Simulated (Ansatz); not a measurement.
**Sb in Ansatz: the effect of functional**

Sb:

```xyz
2
Lattice="2.1542 1.2437 3.7580 -2.1542 1.2437 3.7580 0.0000 -2.4875 3.7580" Properties=species:S:1:pos:R:3 pbc="T T T"
Sb    0.0000    0.0000    8.6416
Sb    0.0000    0.0000    2.6324
```

Alike in all runs:

| Property | Result |
| --- | --- |
| Program | Ansatz 0.2.0 |
| Potentials or basis | Ansatz PAW |
| k mesh | 4 × 4 × 4 |
| Occupations | fermi-dirac, width 0.05 eV |
| Spin | no spin polarisation |

Q: One run gave: pressure 4.1 GPa; largest force 0.03 eV/Å. Which functional did it use?
A. PBE0
B. HSE06
C. RPBE
D. r2SCAN0
E. LDA

A: C.

| functional | cutoff | pressure (GPa) | largest force (eV/Å) |
| --- | --- | --- | --- |
| LDA | 420 eV (not typed: the program's choice for these potentials) | -1.2 | 0.23 |
| PBEsol | 420 eV (not typed: the program's choice for these potentials) | 0.1 | 0.14 |
| RPBE | 420 eV (not typed: the program's choice for these potentials) | 4.1 | 0.03 |
| revPBE | 420 eV (not typed: the program's choice for these potentials) | 3.7 | 0.04 |
| BLYP | 420 eV (not typed: the program's choice for these potentials) | 6.8 | 0.08 |
| r2SCAN | 500 eV (not typed: the program's choice for these potentials) | 1.8 | 0.21 |
| HSE06 | 420 eV (not typed: the program's choice for these potentials) | 0.8 | 0.32 |
| PBE0 | 420 eV (not typed: the program's choice for these potentials) | 0.7 | 0.40 |
| r2SCAN0 | 500 eV (not typed: the program's choice for these potentials) | 0.4 | 0.51 |

Caveats: all runs use coarse meshes; the PAW data sets come from PBE, with cores solved anew for the run's functional, which leaves a small shift of forces and pressure; the thresholds are loose for stress (some runs).

Runs at the PBE level aren't shown here.
